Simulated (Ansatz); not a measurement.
**Zn under changes of volume**

One of the cells (15.330 Å³/atom); the others are scaled copies at fixed shape and fractional positions:

```
Zn
1.0
     2.67000    0.00000    0.00000
    -1.33500    2.31229    0.00000
     0.00000    0.00000    4.96600
Zn
2
Cartesian
  1.3350 0.7708 3.7245
  0.0000 1.5415 1.2415
```

- Program: Ansatz 0.2.0
- Functional: LDA
- Potentials or basis: all-electron LAPW, scalar-relativistic
- Cutoff: 264 eV (chosen from the basis error)
- Basis error allowed: 0.001 eV/atom
- k mesh: 11 × 11 × 6
- Occupations: fermi-dirac, width 0.05 eV
- Spin: no spin polarisation

| volume (Å³/atom) | energy over the lowest point (meV/atom) | pressure (GPa) |
| --- | --- | --- |
| 14.410 | 0.00 | -5.1 |
| 14.716 | 11.20 | -6.6 |
| 15.023 | 25.14 | -7.9 |
| 15.330 | 41.43 | -9.1 |
| 15.636 | ? | ? |
| 15.943 | 79.87 | -10.9 |
| 16.249 | 101.48 | -11.6 |

What does the run at 15.636 Å³/atom give?

Energy over the lowest point 59.78 meV/atom; pressure -10.1 GPa.

Worked out: A Birch-Murnaghan fit of order 3 (a polynomial in V^(-2/3)) to the other rows has no minimum within the range. It gives 59.73 meV/atom at 15.636 Å³/atom, against the run's 59.78, and -dE/dV = -10.1 GPa, against -10.1.

Energies are extrapolated to zero smearing.
